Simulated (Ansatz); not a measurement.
Consider the following.

AlSb:
Space group F-43m (No. 216); a = b = c = 6.157 Å, α = β = γ = 90.00°

```json
[
 {"atom": "Sb", "site": "4c", "symmetry": "-43m", "x": "0.2500", "y": "0.2500", "z": "0.2500"},
 {"atom": "Al", "site": "4a", "symmetry": "-43m", "x": "0.0000", "y": "0.0000", "z": "0.0000"}
]
```
(The calculation used a cell of 2 atoms; values per cell refer to that cell.)

This is the PBEsol-relaxed structure.

Q: All from PBEsol (plane waves, PAW; program Ansatz), unless another level is named. Estimate the hole effective mass, band 1 of 3 at the edge.

A: 0.35 along [100], 3.2 along [110], 0.87 along [111] (mₑ).

Q: Predict the smallest direct gap on the standard path.

A: 1.47 eV.

Q: And the formation energy from the elements (no fitted shifts)?

A: -118 meV/atom.

Q: And the weight of the conduction-edge state by species (Voronoi cells)?

A: Al 64 %, Sb 36 %.

The PBEsol relaxation kept the symmetry of its start. The references are the lowest solids computed at this level, not always the standard phases. Spin–orbit coupling is left out wherever it is not named.

Potentials: the later of the program's two PAW sets.
